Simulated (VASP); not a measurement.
Input:

```yaml
crystal:
  lattice:
    - [3.77874, 0.00000, 0.00000]
    - [0.00000, 3.77874, 0.00000]
    - [0.00000, 0.00000, 3.77874]
  atoms:
    - { symbol: La, position: [0.00000, 0.00000, 0.00000] }
    - { symbol: Al, position: [0.50000, 0.50000, 0.50000] }
    - { symbol: O, position: [0.50000, 0.00000, 0.50000] }
    - { symbol: O, position: [0.00000, 0.50000, 0.50000] }
    - { symbol: O, position: [0.50000, 0.50000, 0.00000] }
```

These are SCAN meta-GGA, VASP's PBE PAW potentials (set 64) (plane waves; VASP) values and carry that method's errors. Numerical set-up: 520 eV cut-off, 7×7×7 Γ-centred mesh, tetrahedra with Blöchl corrections, potentials La Al O.

The cores are frozen, which limits the accuracy of field gradients.

Problem. Give the principal components of the electric field gradient (V/Å²) and the asymmetry η at each nucleus.

Solution. 
```tsv
atom	Vxx	Vyy	Vzz	η
La1	0.0	0.0	0.0	-
Al2	0.0	0.0	0.0	-
O3	-7.7	-7.7	15.5	0.00
O4	-7.7	-7.7	15.5	0.00
O5	-7.7	-7.7	15.5	0.00
```

The compound is LaAlO3 in the cubic perovskite structure, the ideal cubic form; the compound distorts at low or room temperature. It was relaxed first.
